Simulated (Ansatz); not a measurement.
RbCl in the rocksalt structure (r2SCAN geometry), in Ansatz:

Space group Fm-3m (No. 225). a = 6.612 Å, b = 6.612 Å, c = 6.612 Å, α = 90.00°, β = 90.00°, γ = 90.00°
```json
{"atom": "Rb", "site": "4a", "symmetry": "m-3m", "x": "0.0000", "y": "0.0000", "z": "0.0000"}
{"atom": "Cl", "site": "4b", "symmetry": "m-3m", "x": "0.5000", "y": "0.0000", "z": "0.0000"}
```

G0W0@PBE with 396 empty bands, a screening cutoff of 180 eV and a 4×4×4 mesh (PAW, contour deformation) gives 7.674 eV over the mesh points, from a PBE gap of 4.957 eV; it sums over 404 bands with 411 plane waves in the screening and a wave cutoff of 420 eV. No extrapolation in bands, cutoff or mesh was made for G0W0. The values are computed, spin-unpolarised, and not measurements.

Question: Estimate the gap with starting point PBE0.

Answer: 8.505 eV (+0.831 eV), from a Kohn-Sham gap of 6.991 eV.

Question: Another run gave a Kohn-Sham gap of 4.957 eV and a G0W0 gap of 7.691 eV, summing over 404 bands with 411 plane waves in the screening and a wave cutoff of 789 eV. What was changed?

Answer: Potentials of the kind norm-conserving, with them a wave cutoff of 789 eV. The wave cutoff gives it away.

Question: Estimate the gap with frequency model Godby-Needs pole.

Answer: 7.662 eV (-0.012 eV), from a Kohn-Sham gap of 4.957 eV.
